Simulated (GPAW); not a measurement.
# Ge in GPAW: convergence with grid spacing (A)

Input of the first run (grid spacing (A) 0.28); the others differ in this setting and in those tied to it:

Contents of run.py:

```python
import json
import numpy as np
from ase import Atoms
from ase.io import write
from phonopy import Phonopy
from phonopy.structure.atoms import PhonopyAtoms
from gpaw import GPAW

atoms = Atoms(['Ge'],
              cell=[[-1.60842, 1.60842, 1.87318],
                    [1.60842, -1.60842, 1.87318],
                    [1.60842, 1.60842, -1.87318]],
              scaled_positions=[[0.5, 0.5, 0.0]],
              pbc=True)

calc = GPAW(mode='lcao',
            h=0.28,
            basis='dzp',
            xc={'name': 'optPBE-vdW', 'backend': 'libvdwxc'},
            kpts={'size': (7, 7, 7), 'gamma': True},
            occupations={'name': 'fermi-dirac', 'width': 0.05},
            convergence={'density': 1e-06},
            maxiter=150,
            txt='gpaw.txt')
atoms.calc = calc
energy = atoms.get_potential_energy()
forces = atoms.get_forces()
calc.write('gs.gpw')
write('result.traj', atoms)
print('Cell:', atoms.cell.cellpar().round(4))
print(atoms.get_scaled_positions().round(5))

def force_constants(scale):
    unit = PhonopyAtoms(symbols=atoms.get_chemical_symbols(), cell=atoms.cell[:] * scale**(1 / 3),
                        scaled_positions=atoms.get_scaled_positions())
    ph = Phonopy(unit, supercell_matrix=np.diag([2, 2, 2]), primitive_matrix=np.eye(3), symprec=1e-4)
    ph.generate_displacements(distance=0.02)
    forces = []
    for i, sc in enumerate(ph.supercells_with_displacements):
        a = Atoms(sc.symbols, cell=sc.cell, scaled_positions=sc.scaled_positions, pbc=True)
        c = GPAW(mode='lcao',
                 h=0.28,
                 basis='dzp',
                 xc={'name': 'optPBE-vdW', 'backend': 'libvdwxc'},
                 kpts={'size': (4, 4, 4), 'gamma': True},
                 occupations={'name': 'fermi-dirac', 'width': 0.05},
                 convergence={'density': 1e-06},
                 maxiter=150,
                 txt=f'disp-{scale:.3f}-{i:02d}.txt')
        a.calc = c
        f = a.get_forces()
        forces.append(f - f.mean(axis=0))
        print(f'displacement {i}: drift', f.mean(axis=0).round(5), flush=True)
    ph.forces = forces
    ph.produce_force_constants()
    ph.symmetrize_force_constants()
    return ph

qpoints = [[0.0, 0.0, 0.0], [0.0, 0.0, 0.5], [0.0, 0.5, 0.0], [0.0, 0.5, 0.5], [0.5, 0.0, 0.0], [0.5, 0.0, 0.5], [0.5, 0.5, 0.0], [0.5, 0.5, 0.5]]
results = {}
for scale in [1.0]:
    ph = force_constants(scale)
    ph.run_qpoints(qpoints)
    nu = ph.qpoints.frequencies * 33.35641  # THz to cm^-1
    results[f'{scale:.3f}'] = nu.tolist()
    for qp, f in zip(qpoints, nu):
        print(scale, np.round(qp, 4), f.round(2))

path = atoms.cell.bandpath('GXYSGZS1NPY1Z,XP', npoints=60, eps=1e-4)
ph.run_qpoints(path.kpts)
results['path'] = (ph.qpoints.frequencies * 33.35641).tolist()
results['path_q'] = path.kpts.tolist()
x, ticks, names = path.get_linear_kpoint_axis()
results['axis'] = [x.tolist(), list(ticks), names]
ph.run_mesh([15, 15, 15], is_gamma_center=True)
ph.run_thermal_properties(temperatures=[0, 100, 200, 300, 500, 800], cutoff_frequency=0.05)
tp = ph.thermal_properties
results['thermal'] = [list(v) for v in (tp.temperatures, tp.free_energy, tp.entropy, tp.heat_capacity)]
for t, fv, s, cv in zip(*results['thermal']):
    print(f'{t:6.0f} K  F {fv:9.4f} kJ/mol  S {s:9.4f} J/K/mol  Cv {cv:9.4f} J/K/mol')
json.dump(results, open('phonons.json', 'w'))
```

Potentials or basis: GPAW PAW data sets (gpaw-data 1.2.1), lcao:dzp.

Launch:

```console
$ OMP_NUM_THREADS=1 python run.py
```

The cell was built by a generator and needn't be a form met in nature.

Hardware: 1 thread of AMD EPYC 7R13 Processor (Zen 3), with other jobs on the host.

```tsv
grid spacing (A)	energy less the tightest run, at zero smearing (meV/atom)	highest phonon frequency (cm⁻¹)	SCF cycles	CPU time (s)	peak memory (GiB)
0.28	269.14	190	9	83	0.23
0.24	25.30	151	9	170	0.26
0.21	25.30	139	9	250	0.32
0.18	25.30	139	9	370	0.4
0.16	0.00	142	9	550	0.52
```

Not settled before the last step: the energy (to 1 meV/atom), the highest phonon frequency (to 2 cm⁻¹). The tightest run that finished is the yardstick and may itself not be fully converged.

Caveat, for the tightest run too: the k mesh is coarse; some modes are imaginary; phonon bands are interpolated from a small supercell.
